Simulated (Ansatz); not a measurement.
Three rocksalt compounds, relaxed with r2SCAN in the PAW code Ansatz. Calculated for a static, non-magnetic cell.

```
compound  a (Å)  gap, HSE06 (eV)
     CaO  4.795     5.31 (Γ → X)
     SrO  5.160     4.79 (Γ → X)
      YN  4.896       not needed
```

Problem. What is the misfit strain of a coherent CaO film on YN?

Solution. ε∥ = (a_sub − a_film)/a_film = (4.896 − 4.795)/4.795 = +2.11 %: the film is in tension in the plane. At this size it stays coherent only while very thin.

Problem. By Vegard's law, which share x of SrO in (CaO)₁₋ₓ(SrO)ₓ matches the substrate?

Solution. (1 − x) × 4.795 + x × 5.160 = 4.896 gives x = (4.896 − 4.795)/(5.160 − 4.795) = 0.277.

Problem. Without bowing, what gap would that alloy have?

Solution. (1 − 0.277) × 5.31 + 0.277 × 4.79 = 5.17 eV with HSE06. Bowing would lower it by b x(1 − x) = 0.200 b.

The meshes of the hybrids are coarse, so their gaps aren't converged to the digits shown.
